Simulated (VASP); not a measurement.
# GaSb (F-43m) in VASP: a series of runs

Aim: see how the results for GaSb move with the level of theory and the settings. Levels: RPBE+D3(BJ), revPBE+D4. Tasks: single point.

Program: VASP 6.6.1. These are calculated values, not measurements. Logs are shortened: lines on timing, memory, paths and dates and some standing lists are left out, and cuts for length are marked.

**What was measured.**

A printed reference work, data compilation reports, for a bulk crystal of GaSb at 4.2 K: band gap 0.811 eV (direct).

The runs below are set against these values where they give the same quantity.

## Step 1: The cell of the first run

It takes space group F-43m (No. 216, cubic). The conventional cell has a = 6.035 Å, b = 6.035 Å, c = 6.035 Å, α = 90.00°, β = 90.00°, γ = 90.00°. Within 3.4 Å of Sb (site symmetry -43m) lie 4 Ga at 2.61 Å. Ga (site symmetry -43m) has 4 Sb at 2.61 Å within 3.4 Å.

## Step 2: Single point, RPBE+D3(BJ)

INCAR

```
SYSTEM = GaSb
  ALGO = Normal
  EDIFF = 1E-6
  ENCUT = 520
  GGA = RP
  ISIF = 2
  ISMEAR = -1
  IVDW = 12
  LASPH = .True.
  LCHARG = .True.
  LELF = .True.
  LREAL = .False.
  LVHAR = .True.
  LWAVE = .False.
  NBANDS = 16
  NELM = 80
  PREC = Accurate
  SIGMA = 0.05
```

KPOINTS

```
k-points
0
Gamma
  8 8 8
  0 0 0
```

POSCAR

```
GaSb
1.0
    0.0000000000      3.0176570942      3.0176570942
    3.0176570942      0.0000000000      3.0176570942
    3.0176570942      3.0176570942      0.0000000000
Sb Ga
1 1
Direct
    0.7500000000      0.7500000000      0.7500000000
    0.0000000000      0.0000000000      0.0000000000
```

Potentials or basis: VASP PAW PBE potentials, release 64 (Sb, Ga_d).

Command:

```bash
cat potpaw_PBE.64/Sb/POTCAR potpaw_PBE.64/Ga_d/POTCAR > POTCAR
mpirun -np 1 vasp_std > vasp.out
```

OUTCAR:

```text
SYSTEM = GaSb
   EDIFF = 1E-6
   ENCUT = 520
   GGA = RP
   ISIF = 2
   ISMEAR = -1
   IVDW = 12
   LASPH = .True.
   LREAL = .False.
   NELM = 80
   PREC = Accurate
 IVDW          = 12

 ion  position               nearest neighbor table
   1  0.750  0.750  0.750-   2 2.61   2 2.61   2 2.61   2 2.61
   2  0.000  0.000  0.000-   1 2.61   1 2.61   1 2.61   1 2.61

  LATTYP: Found a face centered cubic cell.
 ALAT       =     6.0353141884

  Lattice vectors:

 A1 = (   0.0000000000,   3.0176570942,   3.0176570942)
 A2 = (   3.0176570942,   0.0000000000,   3.0176570942)
 A3 = (   3.0176570942,   3.0176570942,   0.0000000000)

Analysis of symmetry for initial positions (statically):
=====================================================================
 Subroutine PRICEL returns:
 Original cell was already a primitive cell.

 Routine SETGRP: Setting up the symmetry group for a
 face centered cubic supercell.

 Subroutine GETGRP returns: Found 24 space group operations
 (whereof 24 operations were pure point group operations)
 out of a pool of 48 trial point group operations.

The static configuration has the point symmetry T_d .

Analysis of symmetry for dynamics (positions and initial velocities):
=====================================================================
 Subroutine PRICEL returns:
 Original cell was already a primitive cell.

 Routine SETGRP: Setting up the symmetry group for a
 face centered cubic supercell.

 Subroutine GETGRP returns: Found 24 space group operations
 (whereof 24 operations were pure point group operations)
 out of a pool of 48 trial point group operations.

The dynamic configuration has the point symmetry T_d .

 Subroutine INISYM returns: Found 24 space group operations
 (whereof 24 operations are pure point group operations),
 and found     1 'primitive' translations

----------------------------------------------------------------------------------------

                                     Primitive cell

  volume of cell :      54.9591

  direct lattice vectors                    reciprocal lattice vectors
     0.000000000  3.017657094  3.017657094    -0.165691457  0.165691457  0.165691457
     3.017657094  0.000000000  3.017657094     0.165691457 -0.165691457  0.165691457
     3.017657094  3.017657094  0.000000000     0.165691457  0.165691457 -0.165691457

  length of vectors
     4.267611589  4.267611589  4.267611589     0.286986022  0.286986022  0.286986022

  position of ions in fractional coordinates (direct lattice)
     0.750000000  0.750000000  0.750000000
     0.000000000  0.000000000  0.000000000

  ion indices of the primitive-cell ions
   primitive index   ion index
                 1           1
                 2           2

----------------------------------------------------------------------------------------

 KPOINTS: k-points

Automatic generation of k-mesh.
 Grid dimensions read from file:
 generate k-points for:    8    8    8

 Generating k-lattice:

  Cartesian coordinates                     Fractional coordinates (reciprocal lattice)
    -0.020711432  0.020711432  0.020711432     0.125000000  0.000000000  0.000000000
     0.020711432 -0.020711432  0.020711432     0.000000000  0.125000000  0.000000000
     0.020711432  0.020711432 -0.020711432     0.000000000  0.000000000  0.125000000

  Length of vectors
     0.035873253  0.035873253  0.035873253

  Shift w.r.t. Gamma in fractional coordinates (k-lattice)
     0.000000000  0.000000000  0.000000000

 Subroutine IBZKPT returns following result:
 ===========================================

 Found     29 irreducible k-points:

 Following reciprocal coordinates:
            Coordinates               Weight
  0.000000  0.000000  0.000000      1.000000
  0.125000  0.000000  0.000000      8.000000
  0.250000  0.000000  0.000000      8.000000
  0.375000  0.000000  0.000000      8.000000
  0.500000  0.000000  0.000000      4.000000
  0.125000  0.125000  0.000000      6.000000
[... 16 lines left out ...]
  0.500000  0.250000  0.125000     48.000000
 -0.375000  0.250000  0.125000     24.000000
 [... further k-points ...]
   k-points           NKPTS =     29   k-points in BZ     NKDIM =     29   number of bands    NBANDS=     16
   number of dos      NEDOS =    301   number of ions     NIONS =      2
   total plane-waves  NPLWV =  32768
   dimension x,y,z NGX =    32 NGY =   32 NGZ =   32
   dimension x,y,z NGXF=    64 NGYF=   64 NGZF=   64
   ions per type =               1   1
   NGX,Y,Z   is equivalent  to a cutoff of  12.47, 12.47, 12.47 a.u.
   NGXF,Y,Z  is equivalent  to a cutoff of  24.93, 24.93, 24.93 a.u.
 SYSTEM =  GaSb
   PREC   = accura    normal or accurate (medium, high low for compatibility)
   ISTART =      0    job   : 0-new  1-cont  2-samecut
   ICHARG =      2    charge: 1-file 2-atom 10-const
   ISPIN  =      1    spin polarized calculation?
   LNONCOLLINEAR =      F non collinear calculations
   LSORBIT =      F    spin-orbit coupling
   LASPH  =      T    aspherical Exc in radial PAW
   ENCUT  =  520.0 eV  38.22 Ry    6.18 a.u.   7.93  7.93  7.93*2*pi/ulx,y,z
   NELM   =     80;   NELMIN=  2; NELMDL= -5     # of ELM steps
   EDIFF  = 0.1E-05   stopping-criterion for ELM
   LREAL  =      F    real-space projection
   EDIFFG = 0.1E-04   stopping-criterion for IOM
   NSW    =      0    number of steps for IOM
   IBRION =     -1    ionic relax: 0-MD 1-quasi-New 2-CG
   NFREE  =      0    steps in history (QN), initial steepest desc. (CG)
   ISIF   =      2    stress and relaxation
   ISYM   =      2    0-nonsym 1-usesym 2-fastsym
   POTIM  = 0.5000    time-step for ionic-motion
   TEBEG  =    0.0;   TEEND  =   0.0 temperature during run
   PSTRESS=    0.0 pullay stress
   NELECT =      18.0000    total number of electrons
   NUPDOWN=      -1.0000    fix difference up-down
   EMIN   =  10.00;   EMAX   =-10.00  energy-range for DOS
   EFERMI =   0.00;   METHOD = LEGACY
   ISMEAR =    -1;   SIGMA  =   0.05  broadening in eV -4-tet -1-fermi 0-gaus
   EFERMI_NEDOS =   21; number of points for ismear=-14 and -15
   IALGO  =     38    algorithm
   IMIX   =      4    mixing-type and parameters
     AMIX     =   0.40;   BMIX     =  1.00
     AMIX_MAG =   1.60;   BMIX_MAG =  1.00
  volume/ion in A,a.u.               =      27.48       185.44
  Fermi-wavevector in a.u.,A,eV,Ry     =   1.128459  2.132478 17.325927  1.273420
  Thomas-Fermi vector in A             =   2.265149
   LORBIT       =      0    0 simple, 1 ext, 2 COOP (PROOUT), +10 PAW based schemes
   GGA     = RP    functional components
   LHFCALC =     F    Hartree Fock is set to
   AEXX    =    0.0000 exact exchange contribution
   IVDW    =    12    specifies the selected vdW correction
   LEPSILON=     F    determine dielectric tensor
   LRPA    =     F    only Hartree local field effects (RPA)
 non-spin polarized calculation
  energy-cutoff  :      520.00
  volume of cell :       54.96
 maximum number of plane-waves:      1494
   NGX = 15   NGY = 15   NGZ = 15

 number of electron      17.9999993 magnetization

 Free energy of the ion-electron system (eV)
  ---------------------------------------------------
  ext. energy  EPLUGINS =         0.00000000
  ---------------------------------------------------
  free energy    TOTEN  =        -6.57663108 eV

  energy without entropy =       -6.57656961  energy(sigma->0) =       -6.57660035

 E-fermi :   5.6427     XC(G=0):  -9.1079

 val. band max:        5.4068068456   @ k =   0.0000   0.0000   0.0000
 cond. band min:       5.8349451657   @ k =   0.0000   0.0000   0.0000
 fundamental gap:      0.4281383201
 Fermi energy:         5.6427254954

 k-point     1 :       0.0000    0.0000    0.0000
  band No.  band energies     occupation
      1      -9.7176      2.00000
      2      -9.7176      2.00000
      3      -9.7176      2.00000
      4      -9.6615      2.00000
      5      -9.6615      2.00000
      6      -6.3289      2.00000
[... 8 lines left out ...]
     15      14.0442      0.00000
     16      14.0442      0.00000

 k-point     2 :       0.1250    0.0000    0.0000
  band No.  band energies     occupation
      1      -9.7225      2.00000
      2      -9.7155      2.00000
      3      -9.7155      2.00000
      4      -9.6617      2.00000
      5      -9.6617      2.00000
      6      -6.1609      2.00000
[... 8 lines left out ...]
     15      13.2457      0.00000
     16      13.2457      0.00000

 k-point     3 :       0.2500    0.0000    0.0000
  band No.  band energies     occupation
      1      -9.7340      2.00000
      2      -9.7108      2.00000
      3      -9.7108      2.00000
      4      -9.6620      2.00000
      5      -9.6620      2.00000
      6      -5.6813      2.00000
[... 8 lines left out ...]
     15      13.0384      0.00000
     16      13.0384      0.00000

 k-point     4 :       0.3750    0.0000    0.0000
  band No.  band energies     occupation
      1      -9.7453      2.00000
      2      -9.7067      2.00000
      3      -9.7067      2.00000
      4      -9.6616      2.00000
      5      -9.6616      2.00000
      6      -5.0099      2.00000
[... 8 lines left out ...]
     15      14.0433      0.00000
     16      14.0433      0.00000
[... 324 lines left out ...]
 k-point    22 :       0.3750    0.2500    0.1250
  band No.  band energies     occupation
      1      -9.7452      2.00000
      2      -9.7053      2.00000
      3      -9.7037      2.00000
      4      -9.6662      2.00000
      5      -9.6600      2.00000
      6      -5.2623      2.00000
[... 8 lines left out ...]
     15      14.7377      0.00000
     16      14.8990      0.00000

 k-point    23 :       0.5000    0.2500    0.1250
  band No.  band energies     occupation
      1      -9.7527      2.00000
      2      -9.7024      2.00000
      3      -9.6998      2.00000
      4      -9.6660      2.00000
      5      -9.6606      2.00000
      6      -4.6168      2.00000
[... 8 lines left out ...]
     15      14.3899      0.00000
     16      15.7866      0.00000

 k-point    24 :      -0.3750    0.2500    0.1250
  band No.  band energies     occupation
      1      -9.7556      2.00000
      2      -9.7017      2.00000
      3      -9.6983      2.00000
      4      -9.6651      2.00000
      5      -9.6614      2.00000
      6      -4.2258      2.00000
[... 8 lines left out ...]
     15      15.2284      0.00000
     16      15.8088      0.00000

 [... further k-points ...]

------------------------ aborting loop because EDIFF is reached ----------------------------------------

 Edisp (eV)   -3.11726

 E8    (eV) :    -2.0641

  FORCE on cell =-STRESS in cart. coord.  units (eV):
  Direction    XX          YY          ZZ          XY          YZ          ZX
  --------------------------------------------------------------------------------------
  -------------------------------------------------------------------------------------
  Total      -1.30574    -1.30574    -1.30574    -0.00000     0.00000     0.00000
  in kB     -38.06530   -38.06530   -38.06530    -0.00000     0.00000     0.00000
  external pressure =      -38.07 kB  Pullay stress =        0.00 kB

 VOLUME and BASIS-vectors are now :
 -----------------------------------------------------------------------------
  energy-cutoff  :      520.00
  volume of cell :       54.96
      direct lattice vectors                 reciprocal lattice vectors
     0.000000000  3.017657094  3.017657094    -0.165691457  0.165691457  0.165691457
     3.017657094  0.000000000  3.017657094     0.165691457 -0.165691457  0.165691457
     3.017657094  3.017657094  0.000000000     0.165691457  0.165691457 -0.165691457

 POSITION                                       TOTAL-FORCE (eV/Angst)
 -----------------------------------------------------------------------------------
      4.52649      4.52649      4.52649         0.000000     -0.000000     -0.000000
      0.00000      0.00000      0.00000        -0.000000      0.000000      0.000000
 -----------------------------------------------------------------------------------
    total drift:                               -0.000002     -0.000002     -0.000002

  FREE ENERGIE OF THE ION-ELECTRON SYSTEM (eV)
  ---------------------------------------------------
  free  energy   TOTEN  =        -9.6938928874 eV

  energy  without entropy=       -9.6938314244  energy(sigma->0) =       -9.69386216
```

Run time: 18 s. Hardware: 1 thread of Intel Xeon Platinum 8259CL at 2.50GHz (Skylake/Cascade Lake), shared host; peak memory 0.19 GiB.

Results:

| Quantity | Value |
| --- | --- |
| Free energy | -9.6939 eV |
| Pressure | -3.8 GPa |
| Band gap on the k mesh | 0.43 eV, direct |
| Dispersion energy per atom | -1.559 eV |

Caveat: the PAW data sets were made with another functional, which shifts forces and pressure a little; spin-orbit coupling is left out, which moves the levels of the heavy elements.

## Step 3: Single point, revPBE+D4

INCAR

```
  PREC = Accurate
  ENCUT = 520
  EDIFF = 1E-6
  ISMEAR = -1
  SIGMA = 0.05
  LREAL = F
  LASPH = T
  NELM = 60
  ALGO = Normal
  ISIF = 2
  LWAVE = F
  LCHARG = T
  GGA = RE
  IVDW = 13
  LELF = T
  LVHAR = T
  NBANDS = 16
```

KPOINTS

```
regular mesh
0
Gamma
  8 8 8
```

POSCAR is that of step 2.

Potentials or basis: VASP PAW PBE potentials, release 64 (Sb, Ga_d).

Command:

```bash
cat potpaw_PBE.64/Sb/POTCAR potpaw_PBE.64/Ga_d/POTCAR > POTCAR
mpirun -np 1 vasp_std > vasp.out
```

OUTCAR:

```text
PREC = Accurate
   ENCUT = 520
   EDIFF = 1E-6
   ISMEAR = -1
   LREAL = F
   LASPH = T
   NELM = 60
   ISIF = 2
   GGA = RE
   IVDW = 13

 ion  position               nearest neighbor table
   1  0.750  0.750  0.750-   2 2.61   2 2.61   2 2.61   2 2.61
   2  0.000  0.000  0.000-   1 2.61   1 2.61   1 2.61   1 2.61

  LATTYP: Found a face centered cubic cell.
 ALAT       =     6.0353141884

  Lattice vectors:

 A1 = (   0.0000000000,   3.0176570942,   3.0176570942)
 A2 = (   3.0176570942,   0.0000000000,   3.0176570942)
 A3 = (   3.0176570942,   3.0176570942,   0.0000000000)

Analysis of symmetry for initial positions (statically):
=====================================================================
 Subroutine PRICEL returns:
 Original cell was already a primitive cell.

 Routine SETGRP: Setting up the symmetry group for a
 face centered cubic supercell.

 Subroutine GETGRP returns: Found 24 space group operations
 (whereof 24 operations were pure point group operations)
 out of a pool of 48 trial point group operations.

The static configuration has the point symmetry T_d .

Analysis of symmetry for dynamics (positions and initial velocities):
=====================================================================
 Subroutine PRICEL returns:
 Original cell was already a primitive cell.

 Routine SETGRP: Setting up the symmetry group for a
 face centered cubic supercell.

 Subroutine GETGRP returns: Found 24 space group operations
 (whereof 24 operations were pure point group operations)
 out of a pool of 48 trial point group operations.

The dynamic configuration has the point symmetry T_d .

 Subroutine INISYM returns: Found 24 space group operations
 (whereof 24 operations are pure point group operations),
 and found     1 'primitive' translations

----------------------------------------------------------------------------------------

[... 110 lines left out ...]
   IMIX   =      4    mixing-type and parameters
     AMIX     =   0.40;   BMIX     =  1.00
     AMIX_MAG =   1.60;   BMIX_MAG =  1.00
  volume/ion in A,a.u.               =      27.48       185.44
  Fermi-wavevector in a.u.,A,eV,Ry     =   1.128459  2.132478 17.325927  1.273420
  Thomas-Fermi vector in A             =   2.265149
   LORBIT       =      0    0 simple, 1 ext, 2 COOP (PROOUT), +10 PAW based schemes
   GGA     = RE    functional components
   LHFCALC =     F    Hartree Fock is set to
   AEXX    =    0.0000 exact exchange contribution
   IVDW    =    13    specifies the selected vdW correction
   LEPSILON=     F    determine dielectric tensor
   LRPA    =     F    only Hartree local field effects (RPA)
 non-spin polarized calculation
  energy-cutoff  :      520.00
  volume of cell :       54.96
 maximum number of plane-waves:      1494
   NGX = 15   NGY = 15   NGZ = 15

 number of electron      17.9999993 magnetization

 Free energy of the ion-electron system (eV)
  ---------------------------------------------------
  ext. energy  EPLUGINS =         0.00000000
  ---------------------------------------------------
  free energy    TOTEN  =        -6.68996273 eV

  energy without entropy =       -6.68988823  energy(sigma->0) =       -6.68992548

 E-fermi :   5.6009     XC(G=0):  -9.1514

 val. band max:        5.3770704977   @ k =   0.0000   0.0000   0.0000
 cond. band min:       5.7799377117   @ k =   0.0000   0.0000   0.0000
 fundamental gap:      0.4028672140
 Fermi energy:         5.6008977297

 k-point     1 :       0.0000    0.0000    0.0000
  band No.  band energies     occupation
      1      -9.7474      2.00000
      2      -9.7474      2.00000
      3      -9.7474      2.00000
      4      -9.6912      2.00000
      5      -9.6912      2.00000
      6      -6.3675      2.00000
[... 433 lines left out ...]
      3      -9.7281      2.00000
      4      -9.6949      2.00000
      5      -9.6912      2.00000
      6      -4.2630      2.00000
[... 8 lines left out ...]
     15      15.1720      0.00000
     16      15.7628      0.00000

 [... further k-points ...]

------------------------ aborting loop because EDIFF is reached ----------------------------------------

  DFT-D4 for vdW energy calculation

  Edisp (eV):   -1.38335

  FORCE on cell =-STRESS in cart. coord.  units (eV):
  Direction    XX          YY          ZZ          XY          YZ          ZX
  --------------------------------------------------------------------------------------
  -------------------------------------------------------------------------------------
  Total       0.58128     0.58128     0.58128     0.00000     0.00000    -0.00000
  in kB      16.94549    16.94549    16.94549     0.00000     0.00000    -0.00000
  external pressure =       16.95 kB  Pullay stress =        0.00 kB

 VOLUME and BASIS-vectors are now :
 -----------------------------------------------------------------------------
  energy-cutoff  :      520.00
  volume of cell :       54.96
      direct lattice vectors                 reciprocal lattice vectors
     0.000000000  3.017657094  3.017657094    -0.165691457  0.165691457  0.165691457
     3.017657094  0.000000000  3.017657094     0.165691457 -0.165691457  0.165691457
     3.017657094  3.017657094  0.000000000     0.165691457  0.165691457 -0.165691457

 POSITION                                       TOTAL-FORCE (eV/Angst)
 -----------------------------------------------------------------------------------
      4.52649      4.52649      4.52649         0.000000      0.000000      0.000000
      0.00000      0.00000      0.00000        -0.000000     -0.000000     -0.000000
 -----------------------------------------------------------------------------------
    total drift:                               -0.000002     -0.000002     -0.000002

  FREE ENERGIE OF THE ION-ELECTRON SYSTEM (eV)
  ---------------------------------------------------
  free  energy   TOTEN  =        -8.0733126055 eV

  energy  without entropy=       -8.0732381037  energy(sigma->0) =       -8.07327535
```

Wall time 18 s (1 thread of Intel Xeon Platinum 8259CL at 2.50GHz (Skylake/Cascade Lake), shared host); peak memory 0.19 GiB.

What came out:

```yaml
Free_energy: -8.0733 eV
Pressure: 1.7 GPa
Band_gap_on_the_k_mesh: 0.40 eV, direct
Dispersion_energy_per_atom: -0.692 eV
```

Levels at points of the mesh, in eV from the valence-band top:
```
           k point  band 5  band 6  band 7  band 8  band 9  band 10  band 11  band 12  band 13  band 14
(0.00, 0.00, 0.00)  -15.07  -11.74    0.00    0.00    0.00     0.40     2.77     2.77     2.77     5.99
(0.50, 0.00, 0.00)  -15.07  -10.02   -6.55   -1.22   -1.22     0.55     3.76     3.76     6.55     9.72
(0.50, 0.50, 0.00)  -15.06   -9.12   -6.98   -2.72   -2.72     0.91     1.24     8.98     8.98    10.49
```

Caveat: the PAW data sets were made with another functional, which shifts forces and pressure a little; spin-orbit coupling is left out, which moves the levels of the heavy elements.

## Step 4: Against experiment

Step 3. Measured gap of GaSb: 0.811 eV (direct; 4.2 K; a printed reference work, data compilation). This calculation gives 0.40 eV (-0.41 eV). Spin-orbit coupling on Ga, Sb is left out. The value is that of revPBE+D4 on a finite k mesh, which can miss the band edges, without temperature or zero-point motion. Semilocal functionals fall short of measured gaps as a rule.
